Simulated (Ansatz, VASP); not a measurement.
LiCl: VASP beside Ansatz

```
CELL_PARAMETERS angstrom
-2.75298 0.00372 -2.78148
-2.75024 -2.74393 0.00115
-5.50311 2.74575 2.77448
ATOMIC_POSITIONS crystal
Li 0.87372 0.87430 0.37489
Li 0.37524 0.37618 0.87490
Cl 0.25007 0.24892 0.25008
Cl 0.75097 0.75060 0.75014
```

Change from the starting cell: cell x2, atoms moved at random (sigma 0.05 Å) and cell strained at random (1.5 %), then relaxed without symmetry.

Alike in both runs: functional PBE; k mesh 6 × 6 × 6; occupations gaussian, width 0.1 eV; no spin polarisation.

Ansatz relaxed the structure, and its values are those at the end. VASP's run is a single point on that final structure, the one shown.

```csv
,VASP,Ansatz
version,VASP 6.6.1,Ansatz 0.2.0
potentials or method,"VASP PAW PBE potentials, release 64 (Li_sv, Cl)","scalar-relativistic, plane waves, PAW"
plane-wave cutoff (eV),520,420
valence electrons in the cell,20,20
```

```csv
,VASP,Ansatz,Ansatz less VASP
gap on the k mesh at the Fermi level (eV),5.95,5.94,-0.006
least direct gap on the mesh (eV),5.95,5.94,-0.006
```

With one functional, cell and mesh, what is left measures potentials, basis and numerics.

 A k mesh can miss the band edges.
